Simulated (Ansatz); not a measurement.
# AlN (Fm-3m): equation of state and elastic constants

Aim: the bulk modulus of AlN (Fm-3m) from energies at several volumes around the relaxed one, then the elastic tensor.

Program: Ansatz 0.2.0. Level of theory: DFT PBEsol, scalar-relativistic, plane waves, PAW. These are calculated values, not measurements.

### 1 The starting structure

It takes space group Fm-3m (No. 225, cubic). The conventional cell has a = 4.045 Å, b = 4.045 Å, c = 4.045 Å, α = 90.00°, β = 90.00°, γ = 90.00°. Al (site symmetry m-3m) is surrounded by 6 N at 2.02 Å. N (site symmetry m-3m) has 6 Al at 2.02 Å as nearest neighbours.

Coordinates:

```cif
data_structure
_symmetry_space_group_name_H-M 'P 1'
_symmetry_Int_Tables_number 1
_cell_length_a 2.8604
_cell_length_b 2.8604
_cell_length_c 2.8604
_cell_angle_alpha 60.000
_cell_angle_beta 60.000
_cell_angle_gamma 60.000
_cell_volume 16.55
loop_
_atom_site_label
_atom_site_type_symbol
_atom_site_fract_x
_atom_site_fract_y
_atom_site_fract_z
_atom_site_occupancy
Al1 Al 0.00000 0.00000 0.00000 1
N1 N 0.50000 0.50000 0.50000 1
```

This cell comes from an earlier session at PBEsol: 8.274 Å³/atom at 0.00 GPa, on a 14×14×14 mesh.

Volume factors to run: 0.980, 1.020, 0.960, 1.040.

### 2 At 0.980 of the relaxed volume

Contents of input.yaml:

```yaml
crystal:
  lattice:
    - [0.0, 2.0090396421, 2.0090396421]
    - [2.0090396421, 0.0, 2.0090396421]
    - [2.0090396421, 2.0090396421, 0.0]
  atoms:
    - { symbol: Al, position: [0.0, 0.0, 0.0] }
    - { symbol: "N", position: [0.5, 0.5, 0.5] }
basis:
  ecutwfc: 420
  ecutrho_ratio: 4
kpoints:
  mp_grid: { grid: [14, 14, 14] }
hamiltonian:
  xc: pbesol
scf:
  occupations: { method: gaussian, width: 0.05 }
output:
  forces: true
  stress: true
  eigenvalues: true
```

The log of the run (excerpt; [...] marks lines left out):

```text
Warning: RAYON_NUM_THREADS=4 ignored (pool sized by the plan → 4); use --threads N
[...]
Pseudopotentials: kind: paw
Pseudopotential: Al, paw, valence charge 3, recommended cutoff 420 eV (normal), Al.paw.azcp
Pseudopotential: N, paw, valence charge 5, recommended cutoff 420 eV (normal), N.paw.azcp
Functional definition: PBEsol
[...]
Crystal: 2 atoms, lattice volume = 16.218 Å³
Basis set: ecut = 420 eV, 331 PW (Γ), exchange–correlation on 40×40×40 points (8 copies of the dense FFT grid, shifted against one another)
Bands: 8, of which v1, the nominal top of the filled ones, is band 4 counted from 1 (3 counted from 0)
Symmetry: 48 space group operations
Space group: Fm-3m (ITA 225), of the structure as read, at distance tolerance 2.5e-5 Å
k-points: 104 of 2744
[...]
SCF iter   1: F=—  HF=-905.754071 eV  |F-HF|=—  |Δ(HF+E_count)|=         —  Δρ=1.15e-2  dr2=2.02e-2  ethr=1.77e-3  ⟨swp⟩=4.5  Hψ=5710  notcnv=0
[...]
SCF iter   6: F=-905.747635 eV  HF=-905.747635 eV  |F-HF|=5.68e-13  |Δ(HF+E_count)|=  3.62e-10  Δρ=4.15e-7  dr2=7.67e-12  ethr=7.31e-12  ⟨swp⟩=1.4  Hψ=3035  notcnv=0
[...]
SCF converged after 6 iterations
Free energy (F): -905.747635 eV
[...]
E sigma→0 (E₀):  -905.747635 eV
Fermi energy:    13.784511 eV
[...]
--- Forces (eV/Å), atoms counted from 1 ---
  atom   1  Al    -0.00000000    -0.00000000    -0.00000000
  atom   2  N      0.00000000    -0.00000000    -0.00000000
[...]
--- Stress (GPa, compression-positive) ---
        5.530342      -0.000000       0.000000
       -0.000000       5.530342       0.000000
        0.000000      -0.000000       5.530342
  P = ⅓ Tr σ = 5.5303 GPa (55.303 kbar)
--- Band table (eV; the first three rows and the last of 104) ---
  k-point 0: bands = ["-6.2941", "11.4141", "11.4141", "11.4141", "17.3346", "23.4561", "23.4561", "23.4561"]
[...]
```

It took 0.61 s on 4 threads of an Arm CPU, shared host; peak memory 0.26 GiB.

In short: volume 8.109 Å³/atom, pressure 5.53 GPa, gap on the mesh 4.74 eV.

### 3 Volume × 1.020

Edit input.yaml of step 2 so:

```diff
@@ -2,5 +2,5 @@
   lattice:
-    - [0.0, 2.0090396421, 2.0090396421]
-    - [2.0090396421, 0.0, 2.0090396421]
-    - [2.0090396421, 2.0090396421, 0.0]
+    - [0.0, 2.0360098355, 2.0360098355]
+    - [2.0360098355, 0.0, 2.0360098355]
+    - [2.0360098355, 2.0360098355, 0.0]
   atoms:
```

The log of the run (excerpt; [...] marks lines left out):

```text
Warning: RAYON_NUM_THREADS=4 ignored (pool sized by the plan → 4); use --threads N
[...]
[... 4 set-up lines as earlier in the session ...]
[...]
Crystal: 2 atoms, lattice volume = 16.880 Å³
Basis set: ecut = 420 eV, 331 PW (Γ), exchange–correlation on 40×40×40 points (8 copies of the dense FFT grid, shifted against one another)
Bands: 8, of which v1, the nominal top of the filled ones, is band 4 counted from 1 (3 counted from 0)
[... 1 set-up line as earlier in the session ...]
Space group: Fm-3m (ITA 225), of the structure as read, at distance tolerance 2.6e-5 Å
k-points: 104 of 2744
[...]
SCF iter   1: F=—  HF=-905.753900 eV  |F-HF|=—  |Δ(HF+E_count)|=         —  Δρ=1.08e-2  dr2=1.89e-2  ethr=1.77e-3  ⟨swp⟩=4.5  Hψ=5705  notcnv=0
[...]
SCF iter   6: F=-905.747961 eV  HF=-905.747961 eV  |F-HF|=4.55e-13  |Δ(HF+E_count)|=  3.40e-10  Δρ=2.61e-7  dr2=4.71e-12  ethr=8.68e-12  ⟨swp⟩=1.4  Hψ=2699  notcnv=0
[...]
SCF converged after 6 iterations
Free energy (F): -905.747961 eV
[...]
E sigma→0 (E₀):  -905.747961 eV
Fermi energy:    13.022958 eV
[...]
--- Forces (eV/Å), atoms counted from 1 ---
  atom   1  Al    -0.00000000     0.00000000    -0.00000000
  atom   2  N      0.00000000    -0.00000000    -0.00000000
[...]
--- Stress (GPa, compression-positive) ---
       -5.005683      -0.000000      -0.000000
        0.000000      -5.005683      -0.000000
       -0.000000       0.000000      -5.005683
  P = ⅓ Tr σ = -5.0057 GPa (-50.057 kbar)
--- Band table (eV; the first three rows and the last of 104) ---
  k-point 0: bands = ["-6.5019", "10.8436", "10.8436", "10.8436", "16.1922", "22.7601", "22.7601", "22.7601"]
[...]
```

Run time: 0.62 s. Hardware: 4 threads of an Arm CPU, shared host; peak memory 0.27 GiB.

Read off: volume 8.440 Å³/atom, pressure -5.01 GPa, mesh gap 4.36 eV.

### 4 Scaling the volume by 0.960

Edit input.yaml of step 3 so:

```diff
@@ -2,5 +2,5 @@
   lattice:
-    - [0.0, 2.0360098355, 2.0360098355]
-    - [2.0360098355, 0.0, 2.0360098355]
-    - [2.0360098355, 2.0360098355, 0.0]
+    - [0.0, 1.9952786648, 1.9952786648]
+    - [1.9952786648, 0.0, 1.9952786648]
+    - [1.9952786648, 1.9952786648, 0.0]
   atoms:
```

The log of the run (excerpt; [...] marks lines left out):

```text
Warning: RAYON_NUM_THREADS=4 ignored (pool sized by the plan → 4); use --threads N
[...]
[... 4 set-up lines as earlier in the session ...]
[...]
Crystal: 2 atoms, lattice volume = 15.887 Å³
Basis set: ecut = 420 eV, 331 PW (Γ), exchange–correlation on 40×40×40 points (8 copies of the dense FFT grid, shifted against one another)
Bands: 8, of which v1, the nominal top of the filled ones, is band 4 counted from 1 (3 counted from 0)
[... 2 set-up lines as earlier in the session ...]
k-points: 104 of 2744
[...]
SCF iter   1: F=—  HF=-905.736774 eV  |F-HF|=—  |Δ(HF+E_count)|=         —  Δρ=1.19e-2  dr2=2.10e-2  ethr=1.77e-3  ⟨swp⟩=4.6  Hψ=5742  notcnv=0
[...]
SCF iter   6: F=-905.730011 eV  HF=-905.730011 eV  |F-HF|=1.71e-12  |Δ(HF+E_count)|=  3.35e-10  Δρ=4.62e-7  dr2=8.85e-12  ethr=7.09e-12  ⟨swp⟩=1.4  Hψ=3104  notcnv=0
[...]
SCF converged after 6 iterations
Free energy (F): -905.730011 eV
[...]
E sigma→0 (E₀):  -905.730011 eV
Fermi energy:    14.187624 eV
[...]
--- Forces (eV/Å), atoms counted from 1 ---
  atom   1  Al    -0.00000000    -0.00000000    -0.00000000
  atom   2  N      0.00000000    -0.00000000    -0.00000000
[...]
--- Stress (GPa, compression-positive) ---
       11.637141       0.000000       0.000000
       -0.000000      11.637141       0.000000
        0.000000      -0.000000      11.637141
  P = ⅓ Tr σ = 11.6371 GPa (116.371 kbar)
--- Band table (eV; the first three rows and the last of 104) ---
  k-point 0: bands = ["-6.1835", "11.7160", "11.7160", "11.7160", "17.9403", "23.8220", "23.8220", "23.8220"]
[...]
```

Run time: 0.62 s. Hardware: 4 threads of an Arm CPU, shared host; peak memory 0.26 GiB.

Result: volume 7.943 Å³/atom, pressure 11.64 GPa, gap on the mesh 4.94 eV.

### 5 At 1.040 of the relaxed volume

Edit input.yaml of step 4 so:

```diff
@@ -2,5 +2,5 @@
   lattice:
-    - [0.0, 1.9952786648, 1.9952786648]
-    - [1.9952786648, 0.0, 1.9952786648]
-    - [1.9952786648, 1.9952786648, 0.0]
+    - [0.0, 2.049231049, 2.049231049]
+    - [2.049231049, 0.0, 2.049231049]
+    - [2.049231049, 2.049231049, 0.0]
   atoms:
```

The log of the run (excerpt; [...] marks lines left out):

```text
Warning: RAYON_NUM_THREADS=4 ignored (pool sized by the plan → 4); use --threads N
[...]
[... 4 set-up lines as earlier in the session ...]
[...]
Crystal: 2 atoms, lattice volume = 17.211 Å³
Basis set: ecut = 420 eV, 331 PW (Γ), exchange–correlation on 40×40×40 points (8 copies of the dense FFT grid, shifted against one another)
Bands: 8, of which v1, the nominal top of the filled ones, is band 4 counted from 1 (3 counted from 0)
[... 2 set-up lines as earlier in the session ...]
k-points: 104 of 2744
[...]
SCF iter   1: F=—  HF=-905.738743 eV  |F-HF|=—  |Δ(HF+E_count)|=         —  Δρ=1.06e-2  dr2=1.86e-2  ethr=1.77e-3  ⟨swp⟩=4.4  Hψ=5731  notcnv=0
[...]
SCF iter   6: F=-905.732939 eV  HF=-905.732939 eV  |F-HF|=3.41e-13  |Δ(HF+E_count)|=  3.54e-10  Δρ=2.90e-7  dr2=5.72e-12  ethr=9.24e-12  ⟨swp⟩=1.5  Hψ=2586  notcnv=0
[...]
SCF converged after 6 iterations
Free energy (F): -905.732939 eV
[...]
E sigma→0 (E₀):  -905.732939 eV
Fermi energy:    12.662909 eV
[...]
--- Forces (eV/Å), atoms counted from 1 ---
  atom   1  Al    -0.00000000     0.00000000     0.00000000
  atom   2  N      0.00000000    -0.00000000    -0.00000000
[...]
--- Stress (GPa, compression-positive) ---
       -9.535351       0.000000       0.000000
       -0.000000      -9.535351       0.000000
       -0.000000       0.000000      -9.535351
  P = ⅓ Tr σ = -9.5354 GPa (-95.354 kbar)
--- Band table (eV; the first three rows and the last of 104) ---
  k-point 0: bands = ["-6.5997", "10.5738", "10.5738", "10.5738", "15.6530", "22.4287", "22.4287", "22.4287"]
[...]
```

Run time: 0.61 s. Hardware: 4 threads of an Arm CPU, shared host; peak memory 0.27 GiB.

In short: volume 8.605 Å³/atom, pressure -9.54 GPa, mesh gap 4.18 eV.

### 6 Energy and pressure against volume

Energies have the smearing extrapolated to zero and count from the lowest point.

| volume (Å³/atom) | energy (meV/atom) | pressure (GPa) | gap (eV) |
| --- | --- | --- | --- |
| 7.943 | 11.62 | 11.64 | 4.94 |
| 8.109 | 2.81 | 5.53 | 4.74 |
| 8.274 | 0.00 | 0.00 | 4.55 |
| 8.440 | 2.64 | -5.01 | 4.36 |
| 8.605 | 10.15 | -9.54 | 4.18 |

volume (Å³/atom), energy (meV/atom) and a bar:
```
     7.94       11.6 ##############################
     8.11        2.8 #######
     8.27        0.0 
     8.44        2.6 #######
     8.61       10.2 ##########################
```

### 7 The elastic tensor from strained cells

Edit input.yaml of step 5 so:

```diff
@@ -2,5 +2,5 @@
   lattice:
-    - [0.0, 2.049231049, 2.049231049]
-    - [2.049231049, 0.0, 2.049231049]
-    - [2.049231049, 2.049231049, 0.0]
+    - [0.0, 2.0226146461, 2.0226146461]
+    - [2.0226146461, 0.0, 2.0226146461]
+    - [2.0226146461, 2.0226146461, 0.0]
   atoms:
@@ -21 +21,4 @@
   eigenvalues: true
+elastic:
+  mode: relaxed_ion
+  stencil: two_point
```

The log of the run (excerpt; [...] marks lines left out):

```text
Warning: RAYON_NUM_THREADS=4 ignored (pool sized by the plan → 4); use --threads N
[...]
[... 4 set-up lines as earlier in the session ...]
[...]
Crystal: 2 atoms, lattice volume = 16.549 Å³
Basis set: ecut = 420 eV, 331 PW (Γ), exchange–correlation on 40×40×40 points (8 copies of the dense FFT grid, shifted against one another)
Bands: 8, of which v1, the nominal top of the filled ones, is band 4 counted from 1 (3 counted from 0)
[... 2 set-up lines as earlier in the session ...]
k-points: 104 of 2744
[...]
SCF iter   1: F=—  HF=-905.759397 eV  |F-HF|=—  |Δ(HF+E_count)|=         —  Δρ=1.11e-2  dr2=1.95e-2  ethr=1.77e-3  ⟨swp⟩=4.5  Hψ=5722  notcnv=0
[...]
  moduli (Voigt/Reuss/Hill, GPa): K = 263.00/263.00/263.00   G = 244.22/211.59/227.91   E = 530.49   ν = 0.164
  mechanically stable: yes (min eigenvalue of sym C = 285.50 GPa)
  strain η (Voigt 11):  stress-route row diagonal C_11 = 453.33 GPa, energy-path curvature d²(F+E_count+ΔE)/dδ²/Ω₀ = 453.54 GPa
         δ    σ_11 (GPa)             F (eV)   n_scf  n_hpsi   n_pw
    -2.000e-3      -0.9195        -905.7531602       8   40123    332   relax 0 steps, max|allowed force component| 4.18e-30 eV/Å
     2.000e-3       0.8938        -905.7531321       5   35044    332   relax 0 steps, max|allowed force component| 6.21e-30 eV/Å
  strain η (Voigt 23):  stress-route row diagonal C_44 = 311.87 GPa, energy-path curvature d²(F+E_count+ΔE)/dδ²/Ω₀ = 311.78 GPa
         δ    σ_23 (GPa)             F (eV)   n_scf  n_hpsi   n_pw
    -2.000e-3      -0.6237        -905.7531702       6   63723    333   relax 0 steps, max|allowed force component| 2.74e-29 eV/Å
     2.000e-3       0.6237        -905.7531702       6   60833    333   relax 0 steps, max|allowed force component| 3.81e-29 eV/Å
```

Wall time 6.2 s (4 threads of an Arm CPU, shared host); peak memory 0.36 GiB.

Result: volume 8.274 Å³/atom, pressure 0.00 GPa, mesh gap 4.55 eV.

The elastic tensor (GPa, Voigt order xx, yy, zz, yz, xz, xy, in the frame of the lattice vectors):

```
453.3 167.8 167.8   0.0   0.0   0.0
167.8 453.3 167.8   0.0   0.0   0.0
167.8 167.8 453.3   0.0   0.0   0.0
  0.0   0.0   0.0 311.9   0.0   0.0
  0.0   0.0   0.0   0.0 311.9   0.0
  0.0   0.0   0.0   0.0   0.0 311.9
```

| modulus (GPa) | Voigt | Reuss | Hill |
| --- | --- | --- | --- |
| bulk | 263.0 | 263.0 | 263.0 |
| shear | 244.2 | 211.6 | 227.9 |

Young's modulus along Cartesian directions: [100] 363, [010] 363, [001] 363, [110] 553, [101] 553, [011] 553, [111] 671 GPa.

### 8 Results

| quantity | value |
| --- | --- |
| V0 | 8.274 Å³/atom |
| B0 | 262 GPa |
| B0′ | 4.2 |
| scatter of the fit | 0.005 meV/atom |
| C11, C12, C44 | 453, 168, 312 GPa |
| K, G, E (Hill) | 263, 228, 530 GPa |
| Poisson's ratio | 0.16 |

What this shows: The fitted minimum lies at 8.27 Å³/atom, and the bulk modulus is 262 GPa, a stiff solid. One per cent of compression takes about 2.6 GPa. The gap on the mesh shrinks from 4.94 to 4.18 eV as the cell expands over this range. All eigenvalues of the tensor are positive, so the cell is mechanically stable. K/G = 1.15 lies under Pugh's 1.75, an empirical mark of brittle behaviour drawn from metals, and the universal anisotropy index of 0.77 is moderate. The bulk moduli from the tensor and from the fit agree within 1 %. These are values at 0 K without zero-point motion.
